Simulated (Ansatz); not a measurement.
# VN single point

input.yaml (Ansatz 0.2.0)

```yaml
crystal:
  lattice:
    - [0.0, 2.070413, 2.070413]
    - [2.070413, 0.0, 2.070413]
    - [2.070413, 2.070413, 0.0]
  atoms:
    - { symbol: V, position: [0.0, 0.0, 0.0] }
    - { symbol: "N", position: [0.5, 0.5, 0.5] }
  symmetry: { tolerance: 0.0003 }
kpoints:
  mp_grid: { grid: [14, 14, 14], shift: [0, 0, 0] }
  band_path:
    path:
      - [0.0, 0.0, 0.0]
      - [0.5, 0.0, 0.5]
      - [0.625, 0.25, 0.625]
      - [0.375, 0.375, 0.75]
      - [0.0, 0.0, 0.0]
      - [0.5, 0.5, 0.5]
      - [0.5, 0.25, 0.75]
      - [0.5, 0.0, 0.5]
    npoints: 8
magnetization:
  spin_polarized: false
scf:
  occupations: { method: fermi_dirac }
  lower_state_search: "off"
  max_iter: 200
hamiltonian:
  pseudopotentials: { kind: paw }
  xc: pbe
basis:
  ecutwfc: 420
  fft_grid_basis: typed
output:
  forces: true
  stress: true
  eigenvalues: true
  bader: true
  populations: true
  elf: true
  write_potential: true
  volumetric_format: npy
  dos:
    e_range: [-12, 8]
    de: 0.05
    projected: { site_lists: { "N": ["N"], V: [V] } }
checkpoint:
  read: saved_state
```

The saved state is an earlier solution for the same cell, perhaps on another mesh. 

Output (shortened):

```
Pseudopotentials: kind: paw
Pseudopotential: V, paw, valence charge 13, recommended cutoff 420 eV (normal), V.paw.azcp
Pseudopotential: N, paw, valence charge 5, recommended cutoff 420 eV (normal), N.paw.azcp
Functional definition: PBE
  exchange = pbe_x(kappa = kappa, mu = beta*pi^2/3)
  correlation = pbe_c(beta = beta)
Crystal: 2 atoms, lattice volume = 17.750 Å³
Basis set: ecut = 420 eV, 331 PW (Γ), exchange–correlation on 40×40×40 points (8 copies of the dense FFT grid, shifted against one another)
Bands: 13, of which v1, the nominal top of the filled ones, is band 9 counted from 1 (8 counted from 0)
Symmetry: 48 space group operations
Space group: Fm-3m (ITA 225), of the structure as read, at distance tolerance 7.8e-4 Å
k-points: 104 of 2744
Initial density: read from a saved state, or passed on in memory by an earlier SCF of this step, an earlier step, the calling program or the single point that the run made first
Functional: x = pbe(κ = 0.804, μ = 0.2195), c = pbe(β = 0.0667)
SCF iter   1: F=—  Δρ=1.24e-3  dr2=6.36e-5
SCF iter   2: F=—  Δρ=5.60e-4  dr2=6.58e-6
SCF iter   3: F=—  Δρ=1.49e-4  dr2=3.82e-7
SCF iter   4: F=-3298.3754 eV  Δρ=6.37e-6  dr2=3.54e-9
SCF iter   5: F=-3298.3754 eV  Δρ=8.16e-7  dr2=1.54e-11
SCF iter   6: F=-3298.3754 eV  Δρ=2.27e-8  dr2=2.77e-14
Free energy (F): -3298.3754 eV
Harris-Foulkes:  -3298.3754 eV  (|F-HF|=0.00e0)
Internal energy: -3298.3169 eV  (E = F + TS)
E sigma→0 (E₀):  -3298.3462 eV
Entropy (-TS):   -0.0584 eV (-29.222 meV/atom)
Fermi energy:    18.1596 eV
--- Per-component energies (eV) ---
  E_band       = -107.8910
  E_kinetic    = 468.6770
  E_local      = -967.4284  (includes V_loc(G=0)·N_el)
  E_nonlocal   = -1.5542
  E_hartree    = 425.5605
  E_xc         = -191.4511
  E_vxc        = -243.1000  (∫ρ·V_xc dr)
  E_paw        = -1239.2560  (= ΣΔE_a)
  E_vpaw       = -215.6068  (= ΣTr[D̂ρ^β])
  E_aug_tail   = 0.0003  (compensation charges beyond the density's cutoff)
  E_ewald      = -1792.8651
  E_smearing   = -0.0584  (= −TS)
--- Stress (GPa, compression-positive) ---
       -4.9407       0.0000       0.0000
        0.0000      -4.9407       0.0000
        0.0000       0.0000      -4.9407
  P = ⅓ Tr σ = -4.9407 GPa (-49.407 kbar)
--- Löwdin populations: 2 sites ---
  site symbol       q [e]
     0      V     12.1155
     1      N      5.8075
  spilling = 0.0043 (of n_electrons = 18.0000)
```

Origin: a database entry at a rescaled volume. Caveats: no spin polarisation, so a magnetic state may lie lower.
